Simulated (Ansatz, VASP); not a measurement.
**One calculation of HOs, two programs**

The input INCAR:

```
PREC     = Accurate       # precision mode
ENCUT    = 600            # plane-wave cutoff, eV
EDIFF    = 1E-6           # SCF threshold, eV
ISMEAR   = 0              # smearing method
SIGMA    = 0.1            # smearing width, eV
LREAL    = False          # projectors in reciprocal space
LASPH    = True           # aspherical terms in the spheres
NELM     = 60             # most SCF steps
ALGO     = Normal         # electronic algorithm
ISIF     = 3              # what is computed and relaxed
LWAVE    = False          # write WAVECAR
LCHARG   = False          # write CHGCAR
GGA      = PE             # functional
IBRION   = 2              # ionic algorithm
NSW      = 90             # ionic steps
EDIFFG   = -0.04          # ionic threshold
```

Contents of KPOINTS:

```
regular mesh
0
Gamma
  6 6 6
```

POSCAR

```
HOs
1.0
    2.7468653582      0.0000000000      0.0000000000
   -1.3734326791      2.3788551810      0.0000000000
    0.0000000000      0.0000000000      2.6791512674
H Os
1 1
Direct
    0.0000000000      0.0000000000      0.0000000000
    0.6666666667      0.3333333333      0.5000000000
```

Input for Ansatz:

```yaml
crystal:
  lattice:
    - [2.7468653582, 0.0, 0.0]
    - [-1.3734326791, 2.378855181, 0.0]
    - [0.0, 0.0, 2.6791512674]
  atoms:
    - { symbol: H, position: [0.0, 0.0, 0.0] }
    - { symbol: Os, position: [0.6666666667, 0.3333333333, 0.5] }
basis:
  ecutwfc: 420
kpoints:
  mp_grid: { grid: [6, 6, 6] }
hamiltonian:
  xc: pbe
scf:
  occupations: { method: gaussian, width: 0.1 }
  lower_state_search: "off"
output:
  forces: true
  stress: true
  eigenvalues: true
relax:
  adjacent_minimum: "off"
  f_tol: 0.04
  max_steps: 70
  cell: { stress_tol: 0.4 }
```

Alike in both runs: task relaxation of cell and atoms; functional PBE; k mesh 6 × 6 × 6; occupations gaussian, width 0.1 eV; no spin polarisation.

|  | VASP | Ansatz |
| --- | --- | --- |
| version | VASP 6.6.1 | Ansatz 0.2.0 |
| potentials or method | VASP PAW PBE potentials, release 64 (H, Os) | scalar-relativistic, plane waves, PAW |
| plane-wave cutoff (eV) | 600 | 420 |
| valence electrons in the cell | 9 | 17 |

```csv
,VASP,Ansatz,Ansatz less VASP
"gap on the k mesh at the Fermi level, each at its own relaxed structure (eV)",none,none,-
relaxed volume (Å³/atom),8.97,8.97,0.000
relaxed cell length with the largest relative difference (Å),2.851,2.853,+0.0021
energy change over the relaxation (meV/atom),-37,-36,+0.1
```

A gap of «none» marks a metal or a gap that the smearing closes. The two sets of potentials don't hold the same shells in valence.

Caveats: the k mesh is coarse (spacing up to 0.44 Å⁻¹), so the values aren't converged. Spin-orbit coupling is left out, which matters for the levels of Os.
